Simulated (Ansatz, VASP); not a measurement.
**AlNi3: VASP beside Ansatz**

INCAR

```
PREC     = Accurate       # precision mode
ENCUT    = 520            # plane-wave cutoff, eV
EDIFF    = 1E-6           # SCF threshold, eV
ISMEAR   = -1             # smearing method
SIGMA    = 0.05           # smearing width, eV
LREAL    = F              # projectors in reciprocal space
LASPH    = T              # aspherical terms in the spheres
NELM     = 60             # most SCF steps
ALGO     = Normal         # electronic algorithm
ISIF     = 2              # what is computed and relaxed
LWAVE    = F              # write WAVECAR
LCHARG   = F              # write CHGCAR
GGA      = PS             # functional
NBANDS   = 24             # bands
```

File KPOINTS:

```
regular mesh
0
Gamma
  8 8 8
```

Contents of POSCAR:

```
AlNi3
1.0
    0.0000000000      2.8018887551      2.8018887551
    2.8018887551      0.0000000000      2.8018887551
    2.8018887551      2.8018887551      0.0000000000
Ni Al
3 1
Direct
    0.7500000000      0.7500000000      0.7500000000
    0.0000000000      0.0000000000      0.0000000000
    0.2500000000      0.2500000000      0.2500000000
    0.5000000000      0.5000000000      0.5000000000
```

The input input.yaml:

```yaml
crystal:
  lattice:
    - [0.0, 2.8018887551, 2.8018887551]
    - [2.8018887551, 0.0, 2.8018887551]
    - [2.8018887551, 2.8018887551, 0.0]
  atoms:
    - { symbol: Ni, position: [0.75, 0.75, 0.75] }
    - { symbol: Ni, position: [0.0, 0.0, 0.0] }
    - { symbol: Ni, position: [0.25, 0.25, 0.25] }
    - { symbol: Al, position: [0.5, 0.5, 0.5] }
kpoints:
  mp_grid: { grid: [8, 8, 8] }
scf:
  occupations: { method: fermi_dirac, width: 0.05 }
hamiltonian:
  xc: pbesol
  pseudopotentials: { kind: all_electron, lapw: { basis_error: 0.002 } }
output:
  forces: true
  stress: true
  eigenvalues: true
```

Alike in both runs: task single point; functional PBEsol; k mesh 8 × 8 × 8; occupations fermi-dirac, width 0.05 eV; no spin polarisation.

|  | VASP | Ansatz |
| --- | --- | --- |
| version | VASP 6.6.1 | Ansatz 0.2.0 |
| potentials or method | VASP PAW PBE potentials, release 64 (Ni, Al) | all-electron LAPW, scalar-relativistic |
| plane-wave cutoff (eV) | 520 | see its input |

|  | VASP | Ansatz | Ansatz less VASP |
| --- | --- | --- | --- |
| gap on the k mesh at the Fermi level (eV) | none | none | - |
| pressure (GPa) | -0.6 | -0.8 | -0.12 |

A gap of «none» marks a metal or a gap that the smearing closes. Ansatz ran all-electron here, so the differences hold the error of VASP's frozen core and of both bases.

Caveats: the PAW data sets were made with another functional, which shifts forces and pressure a little (VASP). Spin polarisation is off, so any magnetic state and its effect on volume and gap are missing.
